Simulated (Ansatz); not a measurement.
Ge under changes of volume

One of the cells (19.607 Å³/atom); the others are scaled copies at fixed shape and fractional positions:

```
Ge
1.0
     1.39715   -2.60052    0.00000
     1.39715    2.60052    0.00000
     0.00000    0.00000    2.69823
Ge
1
Direct
  0.50000 0.50000 0.00000
```

This isn't the form of Ge at room conditions, which is diamond.

| Quantity | Value |
| --- | --- |
| Program | Ansatz 0.2.0 |
| Functional | r2SCAN |
| Potentials or basis | Ansatz PAW |
| Cutoff | 500 eV (not typed: the program's choice for these potentials) |
| k mesh | 11 × 11 × 10 |
| Occupations | fermi-dirac, width 0.05 eV |
| Spin | no spin polarisation |

```tsv
volume (Å³/atom)	energy over the lowest point (meV/atom)	pressure (GPa)
18.431	1.20	1.3
18.823	0.00	-0.3
19.215	2.46	-1.7
19.607	8.26	-3.0
19.999	17.11	-4.2
20.391	?	?
20.783	42.75	-6.1
```

Problem. What does the run at 20.391 Å³/atom give?

Solution. Energy over the lowest point 28.71 meV/atom; pressure -5.2 GPa.

Worked out: A Birch-Murnaghan fit of order 3 (a polynomial in V^(-2/3)) to the other rows has its minimum at 18.75 Å³/atom with B0 = V·E''(V) = 73 GPa and B' = 3.7 at fixed shape and positions, which overstates the stiffness. It gives 28.68 meV/atom at 20.391 Å³/atom, against the run's 28.71, and -dE/dV = -5.3 GPa, against -5.2.

Energies are extrapolated to zero smearing.

Caveats: the PAW data sets come from PBE, with cores solved anew for the run's functional, which leaves a small shift of forces and pressure.
